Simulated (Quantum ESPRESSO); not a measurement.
## TaN under changes of volume

One of the cells (10.776 Å³/atom); the others are scaled copies at fixed shape and fractional positions:

```
Ta N
1.0
     2.93800    0.00000    0.00000
    -1.46900    2.54438    0.00000
     0.00000    0.00000    2.88300
Ta N
1 1
Direct
  0.00000 0.00000 0.50000
  0.66667 0.33333 0.00000
```

- Program: Quantum ESPRESSO 7.5
- Functional: PBE
- Potentials or basis: SSSP 1.3 efficiency PBE
- Cutoff: 816 eV
- Density cutoff: 6531 eV
- k mesh: 10 × 10 × 9
- Occupations: fermi-dirac, width 0.05 eV
- Spin: no spin polarisation

| volume (Å³/atom) | energy over the lowest point (meV/atom) | pressure (GPa) |
| --- | --- | --- |
| 10.129 | ? | ? |
| 10.345 | 34.70 | 20.3 |
| 10.560 | 12.76 | 11.9 |
| 10.776 | 1.55 | 4.4 |
| 10.991 | 0.00 | -2.4 |
| 11.207 | 7.13 | -8.6 |
| 11.422 | 22.07 | -14.1 |

Problem. What does the run at 10.129 Å³/atom give?

Solution. Energy over the lowest point 68.58 meV/atom; pressure 29.7 GPa.

Worked out: A Birch-Murnaghan fit of order 3 (a polynomial in V^(-2/3)) to the other rows has its minimum at 10.92 Å³/atom with B0 = V·E''(V) = 339 GPa and B' = 4.4 at fixed shape and positions, which overstates the stiffness. It gives 68.72 meV/atom at 10.129 Å³/atom, against the run's 68.58, and -dE/dV = 30.0 GPa, against 29.7.

Energies are extrapolated to zero smearing.
